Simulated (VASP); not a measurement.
Write the native input for VASP 6.6.1 that does the following.

| Item | Value |
| --- | --- |
| Task | single point |
| Functional | PBEsol |
| Potentials or basis | VASP PAW PBE potentials, release 64 (Ag) |
| Cutoff | 520 eV |
| k mesh | 14 × 14 × 8 |
| Occupations | fermi-dirac, width 0.1 eV |
| Spin | no spin polarisation |
| Dipole correction | no |
| Further INCAR settings | ALGO = Normal; EDIFF = 1e-07; NBANDS = 18 |

The structure of Ag lies in POSCAR:

```
Ag
1.0
    2.9145904470      0.0000000000      0.0000000000
   -1.4572952235      2.5241093688      0.0000000000
    0.0000000000      0.0000000000      4.7264248930
Ag
2
Direct
    0.3333333333      0.6666666667      0.2500000000
    0.6666666667      0.3333333333      0.7500000000
```

This isn't the form of Ag at room conditions, which is fcc.

The input as run:

INCAR

```
SYSTEM = Ag
ALGO = Normal ; EDIFF = 1E-7
ENCUT = 520 ; GGA = PS
ISIF = 2 ; ISMEAR = -1
LASPH = .TRUE. ; LCHARG = .TRUE.
LELF = .TRUE. ; LREAL = .FALSE.
LVHAR = .TRUE. ; LWAVE = .FALSE.
NBANDS = 18 ; NELM = 80
PREC = Accurate ; SIGMA = 0.1
```

KPOINTS

```
k-points
0
G
  14 14 8
  0 0 0
```

Potentials or basis: VASP PAW PBE potentials, release 64 (Ag).

Launch:

```bash
$ cat potpaw_PBE.64/Ag/POTCAR > POTCAR
$ mpirun -np 1 vasp_std > vasp.out
```

It gave:

The pressure is -4.3 GPa. The band gap on the k mesh is none (metal or under the smearing width).

Caveat: the PAW data sets were made with another functional, which shifts forces and pressure a little.

Run time: 48 s on 1 thread of Intel(R) Xeon(R) Platinum 8259CL CPU @ 2.50GHz (Skylake/Cascade Lake), on a shared host, peak memory 0.19 GiB.
